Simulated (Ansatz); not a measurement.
**Rb under strains and displacements**

Theory: DFT PBEsol, scalar-relativistic, plane waves, PAW (Ansatz).

Cutoff 420 eV; k points 9×9×6 on the computed 2-atom cell (Γ-centred); Gaussian smearing, width 0.10 eV; no spin polarisation.

Reference cell:

```yaml
crystal:
  lattice:
    - [5.08821, 0.00000, 0.00000]
    - [-2.54410, 4.40652, 0.00000]
    - [0.00000, 0.00000, 8.44206]
  atoms:
    - { symbol: Rb, position: [0.33333, 0.66667, 0.25000] }
    - { symbol: Rb, position: [0.66667, 0.33333, 0.75000] }
```

Each variant moves atoms of this cell by the vectors given, if any (Å), and then applies a symmetric strain (tensor components, Cartesian axes). The reference cell isn't relaxed at this level. Energies are per atom at zero smearing, counted from the lowest variant. Pressure is positive in compression.

1. strain (xx yy zz yz xz xy, %) -3.84 -3.84 2.16 0.00 0.00 0.00
2. strain (xx yy zz yz xz xy, %) 5.49 5.49 2.49 0.00 0.00 0.00
3. strain (xx yy zz yz xz xy, %) -1.94 -1.94 -4.94 0.00 0.00 0.00; moves: Rb1 (0.000, 0.000, -0.100); Rb2 (0.000, 0.000, 0.100)

```json
{"variant": "1", "ΔE (meV/atom)": "?", "P (GPa)": "?", "largest force (eV/Å)": "?", "gap on mesh (eV)": "?", "space group": "?"}
{"variant": "2", "ΔE (meV/atom)": "31.6", "P (GPa)": "-0.43", "largest force (eV/Å)": "0.00", "gap on mesh (eV)": "0", "space group": "P6_3/mmc"}
{"variant": "3", "ΔE (meV/atom)": "1.0", "P (GPa)": "0.02", "largest force (eV/Å)": "0.07", "gap on mesh (eV)": "0", "space group": "P-3m1"}
```

Task: Give the withheld rows.

Result:
```tsv
variant	ΔE (meV/atom)	P (GPa)	largest force (eV/Å)	gap on mesh (eV)	space group
1	0.0	-0.08	0.00	0	P6_3/mmc
```

This form isn't the element's structure at ambient conditions.